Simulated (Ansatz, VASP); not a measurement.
One calculation of TaN, two programs

File INCAR:

```
SYSTEM = TaN
PREC     = Accurate       ! precision mode
ENCUT    = 520            ! plane-wave cutoff, eV
EDIFF    = 1E-8           ! SCF threshold, eV
ISMEAR   = -1             ! smearing method
SIGMA    = 0.02           ! smearing width, eV
LREAL    = .FALSE.        ! projectors in reciprocal space
LASPH    = .TRUE.         ! aspherical terms in the spheres
NELM     = 100            ! most SCF steps
ALGO     = Normal         ! electronic algorithm
ISIF     = 2              ! what is computed and relaxed
LWAVE    = .FALSE.        ! write WAVECAR
LCHARG   = .FALSE.        ! write CHGCAR
GGA      = PE             ! functional
LEFG     = .TRUE.       
NBANDS   = 15             ! bands
```

Contents of KPOINTS:

```
regular mesh
0
G
  9 9 9
  0 0 0
```

File POSCAR:

```
TaN
1.0
    0.0000000000      2.1717123202      2.1717123202
    2.1717123202      0.0000000000      2.1717123202
    2.1717123202      2.1717123202      0.0000000000
Ta N
1 1
Direct
    0.5000000000      0.5000000000      0.5000000000
    0.0000000000      0.0000000000      0.0000000000
```

Input for Ansatz:

```yaml
crystal:
  lattice:
    - [0.0, 2.1717123202, 2.1717123202]
    - [2.1717123202, 0.0, 2.1717123202]
    - [2.1717123202, 2.1717123202, 0.0]
  atoms:
    - { symbol: Ta, position: [0.5, 0.5, 0.5] }
    - { symbol: "N", position: [0.0, 0.0, 0.0] }
kpoints:
  mp_grid: { grid: [9, 9, 9] }
scf:
  occupations: { method: fermi_dirac, width: 0.02 }
hamiltonian:
  xc: pbe
  pseudopotentials: { kind: paw }
output:
  forces: true
  stress: true
  eigenvalues: true
  efg: { contact_densities: true }
```

Change from the starting cell: volume scaled by 0.99, PAW files.

Alike in both runs: task electric field gradients; functional PBE; k mesh 9 × 9 × 9; occupations fermi-dirac, width 0.02 eV; no spin polarisation.

|  | VASP | Ansatz |
| --- | --- | --- |
| version | VASP 6.6.1 | Ansatz 0.2.0 |
| potentials or method | VASP PAW PBE potentials, release 64 (Ta_pv, N) | PAW with Ansatz's default frozen-core files, scalar-relativistic |
| plane-wave cutoff (eV) | 520 | 420 |
| valence electrons in the cell | 16 | 18 |

```tsv
	VASP	Ansatz	Ansatz less VASP
pressure (GPa)	19.5	18.5	-1.03
Vzz of the field gradient on the site that differs most (V/Å²)	0.0	0.0	0.00
```

The two sets of potentials don't hold the same shells in valence. Ansatz warned: «gradients_without_spin_orbit».

Caveats: so large a pressure means that the cell lies far from this level's equilibrium, or that cutoff or potentials fall short (VASP). The runs have no spin-orbit coupling, so splittings on Ta are missing.
